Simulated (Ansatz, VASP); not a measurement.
**Two plane-wave programs on EuS**

```
CELL_PARAMETERS angstrom
0.00000 2.97850 2.97850
2.97850 0.00000 2.97850
2.97850 2.97850 0.00000
ATOMIC_POSITIONS crystal
Eu 0.00000 0.00000 0.00000
S 0.50000 0.50000 0.50000
```

Alike in both runs: task band structure; functional PBE; k mesh 8 × 8 × 8; occupations fermi-dirac, width 0.05 eV; collinear spin, ferromagnetic start.

```csv
,VASP,Ansatz
version,VASP 6.6.1,Ansatz 0.2.0
potentials or method,"VASP PAW PBE potentials, release 64 (Eu, S)",Ansatz PAW
plane-wave cutoff (eV),520,420
valence electrons in the cell,23,23
```

```csv
,VASP,Ansatz,Ansatz less VASP
gap on the k mesh at the Fermi level (eV),none,none,-
pressure (GPa),-2.8,-2.5,+0.33
net moment per atom (μB),3.49,3.49,+0.002
size of the moment on the site where the two differ most (μB),6.59,6.76,+0.172
```

Site moments also hang on the region over which each program counts them. A gap of «none» marks a metal or a gap that the smearing closes.

Caveats: spin-orbit coupling is left out, which moves the levels of the heavy elements; a cell with one magnetic atom can't hold antiferromagnetic order, which such compounds often take; without U or exact exchange the open f shell lies at the Fermi level, which spoils levels, moments and volumes. The state reached can hang on the start; a lower one may exist.
